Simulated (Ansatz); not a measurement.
TiNi, 2 atoms in the cell. The structure is tetragonal, space group P4/mmm (No. 123). Conventional cell: a = 2.736 Å, b = 2.736 Å, c = 3.581 Å, α = 90.00°, β = 90.00°, γ = 90.00°. Ni (site symmetry 4/mmm) has 8 Ti at 2.64 Å and 4 Ni at 2.74 Å as nearest neighbours. Ti (site symmetry 4/mmm) has 8 Ni at 2.64 Å and 4 Ti at 2.74 Å as nearest neighbours. The cell comes from a database or a generator and needn't be the stable form of this composition.

```yaml
Program: Ansatz 0.2.0
Task: single point
Functional: PBEsol
Potentials_or_basis: Ansatz PAW
Cutoff: "420 eV (not typed: the program's choice for these potentials)"
k_mesh: 10 × 10 × 8
Occupations: fermi-dirac, width 0.05 eV
Spin: collinear spin, antiferromagnetic start
Starting_moments: "[1.0, -1.0] μB"
```

Potentials or basis: Ansatz PAW.

Run with:

```console
$ ansatz run input.yaml --threads 2 --pin off --max-ram 5632MiB --backend cpu --events-out ev --progress --plain --runs-dir out
```

Hardware: 2 threads of Intel(R) Xeon(R) Platinum 8259CL CPU @ 2.50GHz (Skylake/Cascade Lake), with other jobs on the host.

How long does it take, and how much memory?

Run time: 13 s on 2 threads of Intel(R) Xeon(R) Platinum 8259CL CPU @ 2.50GHz (Skylake/Cascade Lake), on a shared host, peak memory 0.52 GiB. Counts: scf iterations 15, plane waves 535, k points 105, bands 20.
